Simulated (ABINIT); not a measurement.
A run of ABINIT 10.8.3 (patched build) is set up as follows.

run.abi

```
# Pseudopotentials
pp_dirpath "./"
pseudos "Si.GGA_PBE-JTH.xml, O.GGA_PBE-JTH.xml"

# Structure
acell 3*1.0 Angstrom
rprim
     0.0000000000     4.7162571100     7.3627753715
     2.3595806657     0.0000000000     7.3627753715
     2.3595806657     4.7162571100     0.0000000000
ntypat 2
znucl 14 8
natom 12
typat 1 1 1 1 2 2 2 2 2 2 2 2
xred
     0.9254750000     0.9489800000     0.5690880000
     0.6886200000     0.6824660000     0.3051610000
     0.3220670000     0.3115050000     0.6805030000
     0.5557400000     0.5703690000     0.9411900000
     0.0592750000     0.4450990000     0.0693760000
     0.4426290000     0.0545600000     0.4285960000
     0.8049930000     0.1858370000     0.8216610000
     0.1731630000     0.8168420000     0.1927490000
     0.1142410000     0.6360090000     0.6362250000
     0.6257380000     0.6197140000     0.6321650000
     0.6325690000     0.6185900000     0.1227050000
     0.6330260000     0.1180910000     0.6242940000
chkprim 0
chksymtnons 0
tolsym 1.0e-6

# Plane-wave basis
ecut 23.0
pawecutdg 45.0
pawxcdev 0
pawovlp 30

# k points
kptopt 1
ngkpt 7 7 7
nshiftk 1
shiftk 0.0 0.0 0.0

# Exchange and correlation
ixc 11

# Bands and occupations
nband 40
occopt 3
tsmear 0.05 eV

# SCF cycle
nstep 100
tolvrs 1.0e-9

# Output
iomode 3
prtwf 0
prtden 0
prteig 0
prtebands 0
enunit 2
```

Potentials or basis: JTH PAW PBE v2.0.

Launch:

```bash
$ mpirun --bind-to none -np 4 abinit run.abi > log 2>&1
```

Problem. Predict the largest force.

Solution. 3.125 eV/Å.

Problem. Predict the pressure.

Solution. 3.6 GPa.

Problem. Estimate the band gap on the k mesh.

Solution. 5.57 eV, direct.

Forces on the atoms (eV/Å):
```
Si  -1.675  2.121 -0.287
Si   1.056  2.801  0.899
Si   0.464 -0.831 -1.814
Si   0.271  1.026 -1.974
O   -1.224  0.018  0.344
O    1.809  0.197  1.247
O    2.158  0.444  1.928
O   -1.552  0.124  1.824
O   -0.580  0.435 -0.137
O   -1.020 -2.131  1.493
O   -0.800 -1.870 -1.803
O    1.093 -2.332 -1.719
```

Caveat: an odd mesh through Γ misses points on the zone boundary, where band edges often lie; the atomic spheres overlap.
